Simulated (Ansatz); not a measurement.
# CoSi2/AlP/CoSi2: predicting the conductance of a thicker barrier

How it was computed: Ansatz 0.2.0, plane waves with PAW datasets, PBE. Interfaces are relaxed in a short slab (with D3(BJ) where the barrier is layered), set between ideal electrode layers that go on as semi-infinite leads, and the zero-bias conductance G at 300 K comes from T(E) on a typed mesh. The error is the largest of the program's estimates from energy step, mesh, the leads' potential steps and neutrality; its separate bound for narrow resonances between the energies solved isn't counted and can be far larger. The lower electrode is CoSi2 (fluorite 111), the upper CoSi2 (fluorite 111) and the barrier AlP (zinc blende 111), on a net of side 3.79 Å; d is the distance between the electrodes' last planes.

The runs shown:

| planes in the barrier | d (Å) | G (S/m²) | error (%) | lead step (meV) |
| --- | --- | --- | --- | --- |
| 4 | 8.89 | 3.86e13 | 7 | 6 |
| 6 | 12.12 | 8.71e12 | 8 | 6 |
| 8 | 15.34 | 2.04e12 | 8 | 6 |
| 12 | 21.80 | 1.31e11 | 8 | 6 |

Task: A further run has 14 planes, d = 25.02 Å. Fit G ∝ exp(−βd) to the rows shown and predict its conductance.

Working: Take y = ln G: 31.28, 29.80, 28.34 and 25.60. The means are d = 14.54 Å and y = 28.75; Σ(Δd Δy) = −40.07 and Σ(Δd)² = 91.13, so the slope is −0.440 Å⁻¹ (β = 0.440 Å⁻¹). At d = 25.02 Å, y = 28.75 − 0.440 × 10.48 = 24.14, or G = 3.06e10 S/m².

What the calculation gave: The run gave 3.43e10 S/m², with an error estimate of 7 % and a lead step of 6 meV. The prediction is 0.892 times that, too low by 11 %. That lies within the runs' own error estimates, carried through the fit.

**Limits.** The interfaces are ideal, one cell wide, strained to a common net and relaxed from one registry with their symmetry kept. PBE's gaps are too small, so true decay constants are likely larger where the Fermi level lies deep in a gap. No spin-orbit coupling, phonons, disorder or image charges enter. The rows shown are chosen by tests on error estimates (under 100 to 120 %), lead steps (under 150 meV, though the program warns over 25), intact interfaces and, for fits, a steady trend in the rows shown; the data set holds 414 series of this kind, and not all pass.
